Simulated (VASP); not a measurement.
Input of a VASP 6.6.1 run:

The input INCAR:

```
SYSTEM = Ta
  ALGO = Normal
  EDIFF = 1E-6
  EDIFFG = -0.04
  ENCUT = 600
  GGA = PE
  IBRION = 2
  ISIF = 3
  ISMEAR = 0
  LASPH = .True.
  LCHARG = .False.
  LREAL = .False.
  LWAVE = .False.
  NELM = 100
  NSW = 90
  PREC = Accurate
  SIGMA = 0.1
```

File KPOINTS:

```
k-points
0
Gamma
  6 6 4
  0 0 0
```

POSCAR

```
Ta
1.0
    1.6638321332     -5.2780173410      0.0000000000
    1.6638321332      5.2780173410      0.0000000000
    0.0000000000      0.0000000000      4.4033744674
Ta
4
Direct
    0.0980000000      0.9020000000      0.9100000000
    0.5980000000      0.4020000000      0.5900000000
    0.9020000000      0.0980000000      0.0900000000
    0.4020000000      0.5980000000      0.4100000000
```

Potentials or basis: VASP PAW PBE potentials, release 64 (Ta_pv).

Launch:

```bash
$ cat potpaw_PBE.64/Ta_pv/POTCAR > POTCAR
$ mpirun -np 1 vasp_std > vasp.out
```

**Question.** Predict the relaxed volume.

**Answer.** 19.16 Å³/atom.

**Question.** Estimate the band gap on the k mesh.

**Answer.** None (metal or under the smearing width).

**Question.** What does it give for the space group after relaxing (to 0.05 Å)?

**Answer.** Fmmm (No. 69).

**Question.** Estimate the relaxed cell.

**Answer.** a = 5.403 Å, b = 5.403 Å, c = 4.905 Å, α = 90.00°, β = 90.00°, γ = 147.64°.

Forces on the atoms (eV/Å):
```
Ta   0.000  0.008  0.004
Ta   0.000  0.008 -0.004
Ta   0.000 -0.008 -0.004
Ta   0.000 -0.008  0.004
```

The run has no spin-orbit coupling, so splittings on Ta are missing.
